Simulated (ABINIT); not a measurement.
Runs of ABINIT 10.8.3 (patched build) on AlO. The structure is cubic, space group Pm-3m (No. 221). The conventional cell has a = 2.769 Å, b = 2.769 Å, c = 2.769 Å, α = 90.00°, β = 90.00°, γ = 90.00°. Al (site symmetry m-3m) is surrounded by 8 O at 2.40 Å. O (site symmetry m-3m) has 8 Al at 2.40 Å as nearest neighbours. The cell was built by a generator and needn't be a form met in nature.

| task | level | potentials or basis | cell | k mesh | cutoff (eV) | bands in the sums | broadening (eV) | scissor shift (eV) | tensor components | cutoff smearing ecutsm (Ha) | other keys | gap on the mesh (eV) | pressure (GPa) |
| --- | --- | --- | --- | --- | --- | --- | --- | --- | --- | --- | --- | --- | --- |
| optical spectrum | PBEsol | PseudoDojo NC SR PBEsol v0.4.1 standard | as given | 12 × 12 × 12, shifted | 980 | 16 | 0.15 | 0 | [11] | - | - | - | -5.6 |
| single point | AM05 | PseudoDojo NC SR PBEsol v0.4.1 standard | cell relaxed | 8 × 8 × 8 | 1143 | - | - | - | - | - | - | none | 0.0 |
| phonons at a zone-boundary q | AM05 | PseudoDojo NC SR PBEsol v0.4.1 standard | cell relaxed at zero pressure by an earlier run | 8 × 8 × 8, shifted | 1143 | - | - | - | - | 0.5 | - | - | -0.3 |
| relaxation of cell and atoms | AM05 | PseudoDojo NC SR PBEsol v0.4.1 standard | relaxed | 8 × 8 × 8 | 1143 | - | - | - | - | 0.5 | - | none | 0.0 |
| positron lifetime | AM05 | JTH PAW PBE v2.0 | as given | 7 × 7 × 7 | 776 | - | - | - | - | - | ecut_ha = 28.5 | none | (a) |
| single point | PBEsol | PseudoDojo NC SR PBEsol v0.4.1 standard | as given | 8 × 8 × 8 | 980 | - | - | - | - | - | - | none | -5.7 |

Alike in all rows: no spin polarisation; smearing fermi-dirac 0.05 eV.

Question: Fill in the values left out.

Answer: (a) -4.2.

Caveats: an odd number of electrons without spin polarisation forces a metal (some runs); a magnetic or distorted state may lie lower (some runs); the potentials were made for another functional, which shifts forces and pressure (some runs); the cutoff is short for stress, so the pressure is rough (some runs); the intraband (Drude) term is left out (some runs); spectra need much finer meshes, so this one isn't converged (some runs); independent-particle spectra lack excitons (some runs).

A gap of «none» marks a metal or a gap under the smearing width.
